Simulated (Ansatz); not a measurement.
# KI: which shells make which states

```
K I
1.0
     0.00000    3.52455    3.52455
     3.52455    0.00000    3.52455
     3.52455    3.52455    0.00000
K I
1 1
Direct
  0.00000 0.00000 0.00000
  0.50000 0.50000 0.50000
```

Atoms are numbered in the order listed.

The cell is COD entry 9009735, as deposited and not checked against the literature; nothing was relaxed.

No spin–orbit coupling, which matters for the heavy atoms here.

Level of theory: DFT, PBE, all-electron LAPW, scalar-relativistic (Ansatz 0.2.0).

The runs use a Γ-centred 8×8×8 k mesh, Fermi–Dirac smearing of 0.01 eV, basis error target 1 meV/atom, no spin polarisation.

Weights are projections on a minimal set of Löwdin-orthogonalised atomic shells, summed over atoms of an element; the rest lies outside that basis, and weights on diffuse cation s shells are inflated where empty shells are missing from it. Energies are in eV from the valence-band top.

Points: L (0.500, 0.500, 0.500), X (0.500, 0.000, 0.500).

```json
{"state": "L, -12.12 eV", "character": "?"}
{"state": "L, -11.97 eV (×2)", "character": "?"}
{"state": "L, -10.23 eV", "character": "?"}
{"state": "L, -1.33 eV", "character": "I 5p 82 %, K 4s 18 %"}
{"state": "L, -0.34 eV (×2)", "character": "I 5p 99 %"}
{"state": "X, -12.02 eV", "character": "K 3p 99 %"}
{"state": "X, -11.99 eV (×2)", "character": "K 3p 99 %"}
{"state": "X, -10.37 eV", "character": "?"}
{"state": "X, -1.01 eV", "character": "I 5p 98 %"}
{"state": "X, -0.37 eV (×2)", "character": "I 5p 99 %"}
```

Task: Fill in "character" for the row "L, -11.97 eV (×2)".

Result: K 3p 100 %.

Task: What belongs in the row "L, -10.23 eV", column "character"?

Result: I 5s 92 %, K 3p 8 %.

Task: Fill in "character" for the row "L, -12.12 eV".

Result: K 3p 92 %, I 5s 8 %.

Task: What belongs in the row "X, -10.37 eV", column "character"?

Result: I 5s 97 %.
